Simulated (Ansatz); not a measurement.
Runs of Ansatz 0.2.0 on SiC (Moissanite). Symmetry: P6_3mc, No. 186, hexagonal system. The conventional cell has a = 3.076 Å, b = 3.076 Å, c = 5.048 Å, α = 90.00°, β = 90.00°, γ = 120.00°. Si (site symmetry 3m) is surrounded by 4 C at 1.87 to 1.94 Å. Around C (site symmetry 3m) lie 4 Si at 1.87 to 1.94 Å. 

```csv
task,level,cell,k mesh,cutoff (eV),points for each segment of the path,mesh quality,gap on the mesh (eV),pressure (GPa),largest force (eV/Å)
band structure,PBE0,as given,5 × 5 × 3,420,4,coarse,-,-1.1,0.76
relaxation of cell and atoms,RPBE,relaxed,10 × 10 × 5,420,-,not flagged,2.53,0.0,-
band structure,RPBE,as given,10 × 10 × 5,420,14,not flagged,(b),7.0,0.76
band structure,revPBE,as given,10 × 10 × 5,420,14,not flagged,2.51,(a),0.76
band structure,r2SCANh,as given,5 × 5 × 3,500,4,coarse,-,-1.1,0.76
```

Alike in all rows: potentials or basis Ansatz PAW; no spin polarisation; smearing fermi-dirac 0.05 eV.

Question: Fill in the values left out.

Answer: (a) 6.1; (b) 2.52.

Caveats: some runs use coarse meshes; the PAW data sets come from PBE, with cores solved anew for the run's functional, which leaves a small shift of forces and pressure; the thresholds are loose for stress (some runs); the k mesh misses the band edges, so the gap on the mesh is wider than the one along the path (some runs); odd divisions of the mesh miss points on the zone boundary, where band edges often lie, so the gap on the mesh can be too wide (some runs); the plane-wave basis is chosen anew once the cell has moved, so the energies of steps on either side of that aren't comparable (some runs).
